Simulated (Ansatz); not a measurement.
LiI:
```
LiI
1.0
    0.00000     3.00938     3.00938
    3.00938     0.00000     3.00938
    3.00938     3.00938     0.00000
Li I
1 1
Direct
  0.00000   0.00000   0.00000
  0.50000   0.50000   0.50000
```

Relaxed with r²SCAN.

Problem. Map the electron localisation function on the plane through (0.000, 0.000, 0.000) spanned by u = [1, 0, 0] and v = [0, 1, -1] in lattice vectors, from r²SCAN (plane waves, PAW; program Ansatz).

Solution. x is the fraction of u, y of v (the angle between them is 90°; rows are the nearest grid lines); atoms in the plane: Li at (0.00, 0.00), I at (0.50, 0.50).
```
|9993000000000000003999|
|9991000001111000001999|
|9940002333333332000499|
|2100035666666665300012|
|0000367777777777630000|
|0003678877777788763000|
|0025788766666678875200|
|0036787665555667876300|
|0036776654334566776300|
|0036776542112456776300|
|0136776531331356776310|
|0136776531331356776310|
|0036776542112456776300|
|0036776654334566776300|
|0036787665555667876300|
|0025788766666678875200|
|0003678877777788763000|
|0000367777777777630000|
|2100035666666665300012|
|9940002333333332000499|
|9991000001111000001999|
|9993000000000000003999|
```
Scale: ten equal steps from 0.008 (start of '0') to 1.00 (end of '9'), in the order '0123456789'; x runs from 0.000 to 1.00, y from 0.000 (bottom) to 1.00 (top).

The density is the valence pseudo-density with augmentation charge, so density and ELF within about 1 Å of a nucleus are not all-electron values.

Space group Fm-3m (rock salt). Symmetry was held in the r²SCAN relaxation; phonons on a q-mesh show no instability. Spin–orbit coupling is left out wherever it is not named.

Potentials: the later of the program's two PAW sets.
